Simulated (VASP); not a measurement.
Crystal: CsPbBr3.

```
Pb Cs Br
1.0
     5.87000    0.00000    0.00000
     0.00000    5.87000    0.00000
     0.00000    0.00000    5.87000
Pb Cs Br
1 1 3
Direct
  0.50000 0.50000 0.50000
  0.00000 0.00000 0.00000
  0.50000 0.50000 0.00000
  0.50000 0.00000 0.50000
  0.00000 0.50000 0.50000
```

Measurements of this composition are mostly on another form, of space group No. 62.

Base run:

| Property | Result |
| --- | --- |
| Program | VASP 6.6.1 |
| Functional | r2SCAN |
| Potentials or basis | VASP PAW PBE potentials, release 64 (Pb_d, Cs_sv, Br) |
| Cutoff | 520 eV |
| k mesh | 6 × 6 × 6 |
| Occupations | gaussian, width 0.02 eV |
| Spin | no spin polarisation |

Its results: band gap on the k mesh 1.90 eV, direct; pressure 0.8 GPa.

Question: The run is repeated on the same cell with these changes: functional from r2SCAN to PBE; further incar settings from ALGO = Normal; EDIFF = 1e-07 to ALGO = Fast; EDIFF = 1e-07. What comes out?

Answer: Band gap on the k mesh 1.53 eV, direct; pressure 1.5 GPa.

Caveats: spin-orbit coupling is left out, which as a rule narrows the gap of such compounds by several tenths of an eV; the PAW data sets were made with another functional, which shifts forces and pressure a little (some runs).
